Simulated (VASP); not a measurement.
Write the native input for VASP 6.6.1 that does the following.

- Task: relaxation of cell and atoms
- Functional: RPBE
- Dispersion: D3
- Potentials or basis: VASP PAW PBE potentials, release 64 (N, B)
- Cutoff: 600 eV
- k mesh: 13 × 13 × 13
- Occupations: fermi-dirac, width 0.05 eV
- Spin: no spin polarisation
- Further INCAR settings: ALGO = Normal; EDIFF = 1e-06; IBRION = 2; EDIFFG = -0.005; NSW = 40; ISIF = 3

The structure of BN lies in POSCAR:

```
BN
1.0
    0.0000000000      1.8130010000      1.8130010000
    1.8130010000      0.0000000000      1.8130010000
    1.8130010000      1.8130010000      0.0000000000
N B
1 1
Direct
    0.2500000000      0.2500000000      0.2500000000
    0.0000000000      0.0000000000      0.0000000000
```

The cell is a database's computed one.

One way to write it, as run:

INCAR

```
SYSTEM = BN
ALGO = Normal
EDIFF = 1E-6
EDIFFG = -0.005
ENCUT = 600
GGA = RP
IBRION = 2
ISIF = 3
ISMEAR = -1
IVDW = 11
LASPH = .True.
LCHARG = .False.
LREAL = .False.
LWAVE = .False.
NELM = 60
NSW = 40
PREC = Accurate
SIGMA = 0.05
```

KPOINTS

```
k-points
0
Gamma
  13 13 13
  0 0 0
```

Potentials or basis: VASP PAW PBE potentials, release 64 (N, B).

Launch:

```console
$ cat potpaw_PBE.64/N/POTCAR potpaw_PBE.64/B/POTCAR > POTCAR
$ mpirun -np 1 vasp_std > vasp.out
```

Results of the run:

| Quantity | Value |
| --- | --- |
| Relaxed volume | 5.94 Å³/atom |
| Relaxed cell | a = 2.562 Å, b = 2.562 Å, c = 2.562 Å, α = 60.00°, β = 60.00°, γ = 60.00° |
| Space group after relaxing (to 0.05 Å) | F-43m (No. 216) |
| Energy gained by relaxing | 0.1 meV/atom |
| Ionic steps | 3 |
| Pressure after relaxing | 0.0 GPa |
| Band gap on the k mesh | 4.56 eV, indirect (least direct gap 8.84 eV) |
| Dispersion energy per atom | -0.274 eV |

Caveat: the PAW data sets were made with another functional, which shifts forces and pressure a little; an odd mesh through Γ misses points on the zone boundary, where band edges often lie.

Wall time 11 s on 1 thread of Intel(R) Xeon(R) Platinum 8375C CPU @ 2.90GHz (Ice Lake), with other jobs on the host, peak memory 0.14 GiB.
